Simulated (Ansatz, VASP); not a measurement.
# Au in VASP and in Ansatz

```
Au
1.0
     0.00000    2.46665    5.37244
     1.42162    0.00000    5.37244
     1.42162    2.46665    0.00000
Au
2
Direct
  0.13028 0.13028 0.86972
  0.86972 0.86972 0.13028
```

Alike in both runs: functional PBE; k mesh 24 × 24 × 24; occupations gaussian, width 0.1 eV; no spin polarisation.

Ansatz relaxed the structure, and its values are those at the end. VASP's run is a single point on that final structure, the one shown.

```csv
,VASP,Ansatz
version,VASP 6.6.1,Ansatz 0.2.0
potentials or method,"VASP PAW PBE potentials, release 64 (Au)","scalar-relativistic, plane waves, PAW"
plane-wave cutoff (eV),520,420
valence electrons in the cell,22,38
```

```csv
,VASP,Ansatz,Ansatz less VASP
gap on the k mesh at the Fermi level (eV),none,none,-
pressure (GPa),-0.2,0.0,+0.21
```

A gap of «none» marks a metal or a gap that the smearing closes. The two sets of potentials don't hold the same shells in valence.

The runs have no spin-orbit coupling, so splittings on Au are missing.
